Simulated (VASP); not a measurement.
# NaCl (distorted rocksalt), LDA single-point calculation: Ansatz's output and VASP's

```cif
data_structure
_symmetry_space_group_name_H-M 'P 1'
_symmetry_Int_Tables_number 1
_cell_length_a 4.0797
_cell_length_b 3.9347
_cell_length_c 4.0593
_cell_angle_alpha 61.066
_cell_angle_beta 58.176
_cell_angle_gamma 60.943
_cell_volume 46.07
loop_
_atom_site_label
_atom_site_type_symbol
_atom_site_fract_x
_atom_site_fract_y
_atom_site_fract_z
_atom_site_occupancy
Na1 Na 0.99590 0.02240 0.99660 1
Cl1 Cl 0.47380 0.49760 0.49080 1
```

Ansatz printed

```
SCF 1 converged in 6 iterations: F = -2514.251911 eV  dr2 = 1.02e-8
  greatest PAW one-centre occupation: 0.999 electrons in one spin orbital (limit 2), on the Na atom at site 0 (counted from 0), in its partial waves of l = 0
SCF converged after 6 iterations
Free energy (F): -2514.251911 eV
Harris-Foulkes:  -2514.251911 eV  (|F-HF|=5.76e-9)
Internal energy: -2514.251911 eV  (E = F + TS)
E sigma→0 (E₀):  -2514.251911 eV
Fermi energy:    2.971316 eV
--- Per-component energies (eV) ---
  E_band       = -240.555537
  E_kinetic    = 282.044862
  E_local      = -1548.066720  (includes V_loc(G=0)·N_el)
  E_nonlocal   = 146.765762
  E_hartree    = 544.351652
  E_xc         = -144.290636
  E_vxc        = -171.403026  (∫ρ·V_xc dr)
  E_paw        = -869.953591  (= ΣΔE_a)
  E_vpaw       = -38.599866  (= ΣTr[D̂ρ^β])
  E_aug_tail   = 0.000082  (compensation charges beyond the density's cutoff)
  E_ewald      = -925.434703
  E_core_change = 0.331382  (= ΣΔE_core)
  E_smearing   = -0.000000  (= −TS)
  E_closure    = 0.000000  (closes the sum)
  Σ components = -2514.251911   (vs F -2514.251911, Δ=0.00e0)
--- Forces (eV/Å), atoms counted from 1 ---
  atom   1  Na    -0.11668364    -0.02203105    -0.17927288
  atom   2  Cl     0.11667580     0.02202895     0.17926129
  max |Σ_I F_I| component: 1.16e-5 eV/Å
--- Stress (GPa, compression-positive) ---
       -1.974402      -0.010628      -0.013589
       -0.010628      -3.537215      -0.091342
       -0.013589      -0.091342      -1.741506
  P = ⅓ Tr σ = -2.4177 GPa (-24.177 kbar)
--- Band table (eV; the first three rows and the last of 112) ---
  k-point 0: bands = ["-47.6684", "-20.1739", "-20.1711", "-20.1689", "-11.8971", "0.6166", "0.6514", "0.6778", "5.2567", "11.1319", "11.5094", "11.6219"]
  k-point 1: bands = ["-47.6682", "-20.1785", "-20.1730", "-20.1706", "-11.8191", "0.0272", "0.5748", "0.5988", "6.0758", "10.5782", "11.4470", "11.9137"]
  k-point 2: bands = ["-47.6678", "-20.1923", "-20.1750", "-20.1713", "-11.6566", "-0.8972", "0.4221", "0.4957", "7.2248", "10.2153", "11.1704", "11.7841"]
  k-point 111: bands = ["-47.6676", "-20.2000", "-20.1760", "-20.1699", "-11.5713", "-1.2761", "0.3563", "0.4116", "7.4986", "10.6752", "10.9676", "11.4628"]
```

The two codes use different PAW datasets and cutoffs. VASP's cell holds 14 valence electrons and Ansatz's 16. LDA means the Perdew–Zunger form with relativistic exchange in VASP and the Perdew–Wang form in Ansatz. Ansatz's stress includes a Pulay correction; VASP's doesn't.

**Question.** What does VASP give for the same cell and level of theory?

**Answer.** gap between bands v and c on the k mesh 4.59 eV; least direct gap on the k mesh 4.59 eV; pressure -2.4 GPa; largest force 0.22 eV/Å.

From OUTCAR

```
k-points           NKPTS =    112   k-points in BZ     NKDIM =    112   number of bands    NBANDS=     14

   NELECT =      14.0000    total number of electrons

   dimension x,y,z NGX =    30 NGY =   30 NGZ =   30
   dimension x,y,z NGXF=    60 NGYF=   60 NGZF=   60

  energy-cutoff  :      520.00
  volume of cell :       46.07
      direct lattice vectors                 reciprocal lattice vectors
    -0.010200000  2.965000000  2.802300000    -0.178957136  0.168467017  0.177950231
     2.776100000  0.003600000  2.788400000     0.179964935 -0.169197406  0.179675963
     2.781500000  2.956600000 -0.001800000     0.179246443  0.169486709 -0.178674581

 k-points in reciprocal lattice and weights: KPOINTS created by Atomic Simulation Env
   0.00000000  0.00000000  0.00000000       0.005
   0.16666667 -0.00000000  0.00000000       0.009
   0.33333333  0.00000000  0.00000000       0.009
   0.50000000 -0.00000000  0.00000000       0.005
   0.00000000  0.16666667 -0.00000000       0.009
   0.16666667  0.16666667 -0.00000000       0.009
   0.33333333  0.16666667  0.00000000       0.009
   0.50000000  0.16666667  0.00000000       0.009
   ...

 E-fermi :  -0.7105

 k-point     1 :       0.0000    0.0000    0.0000
  band No.  band energies     occupation
      1     -21.9160      2.00000
      2     -21.9120      2.00000
      3     -21.9095      2.00000
      4     -13.6365      2.00000
      5      -1.1472      2.00000
      6      -1.1126      2.00000
      7      -1.0871      2.00000
      8       3.4984      0.00000
      9       9.4517      0.00000
     10       9.8316      0.00000
     11       9.9467      0.00000
     12      11.5619      0.00000
     13      12.3139      0.00000
     14      13.2283      0.00000

 k-point     2 :       0.1667   -0.0000    0.0000
  band No.  band energies     occupation
      1     -21.9198      2.00000
      2     -21.9142      2.00000
      3     -21.9117      2.00000
      4     -13.5583      2.00000
      5      -1.7460      2.00000
      6      -1.1789      2.00000
      7      -1.1635      2.00000
      8       4.3153      0.00000
      9       8.8420      0.00000
     10       9.8055      0.00000
     11      10.2407      0.00000
     12      11.3141      0.00000
     13      11.8509      0.00000
     14      14.1922      0.00000

 k-point     3 :       0.3333    0.0000    0.0000
  band No.  band energies     occupation
      1     -21.9330      2.00000
      2     -21.9167      2.00000
      3     -21.9122      2.00000
      4     -13.3951      2.00000
      5      -2.6702      2.00000
      6      -1.3295      2.00000
      7      -1.2640      2.00000
      8       5.4761      0.00000
      9       8.4516      0.00000
     10       9.5138      0.00000
     11      10.1202      0.00000
     12      12.5532      0.00000
     13      12.7030      0.00000
     14      13.5452      0.00000

 k-point     4 :       0.5000   -0.0000    0.0000
  band No.  band energies     occupation
      1     -21.9399      2.00000
      2     -21.9176      2.00000
      3     -21.9124      2.00000
      4     -13.3100      2.00000
      5      -3.0575      2.00000
      6      -1.4011      2.00000
      7      -1.3123      2.00000
      8       5.7436      0.00000
      9       8.8356      0.00000
     10       9.2802      0.00000
     11       9.9180      0.00000
     12      13.2521      0.00000
     13      14.6800      0.00000
     14      14.9412      0.00000

 k-point     5 :       0.0000    0.1667   -0.0000
  band No.  band energies     occupation
      1     -21.9202      2.00000
      2     -21.9157      2.00000
      3     -21.9099      2.00000
      4     -13.5566      2.00000
      5      -1.7247      2.00000
      6      -1.2013      2.00000
      7      -1.1737      2.00000
      8       4.3191      0.00000
      9       8.8917      0.00000
     10       9.8228      0.00000
     11      10.1451      0.00000
     12      11.3163      0.00000
     13      11.7959      0.00000
     14      14.1549      0.00000

 k-point     6 :       0.1667    0.1667   -0.0000
  band No.  band energies     occupation
      1     -21.9190      2.00000
      2     -21.9174      2.00000
      3     -21.9125      2.00000
      4     -13.5283      2.00000
      5      -1.7705      2.00000
      6      -1.3281      2.00000
      7      -1.2377      2.00000
      8       4.5985      0.00000
      9       8.4974      0.00000
     10      10.1525      0.00000
     11      10.3020      0.00000
     12      10.5293      0.00000
     13      12.1567      0.00000
     14      15.4544      0.00000

 ...

  Total       -0.5696676     -1.0248794     -0.5021864     -0.0033862     -0.0265684     -0.0043664
  in kB      -19.8122188    -35.6438307    -17.4653195     -0.1177656     -0.9240098     -0.1518555
  external PRESSURE =     -24.3071230 kB  Pullay stress =       0.0000000 kB

 POSITION                                       TOTAL-FORCE (eV/Angst)
 -----------------------------------------------------------------------------------
      2.82407      5.89947      2.85148        -0.118160     -0.022511     -0.181567
      2.74171      2.85771      2.71435         0.118160      0.022511      0.181567
 -----------------------------------------------------------------------------------
    total drift:                               -0.000163      0.000095     -0.000299

  FREE ENERGIE OF THE ION-ELECTRON SYSTEM (eV)
  ---------------------------------------------------
  free  energy   TOTEN  =        -7.3100140865 eV

  energy  without entropy=       -7.3100140865  energy(sigma->0) =       -7.31001409
```
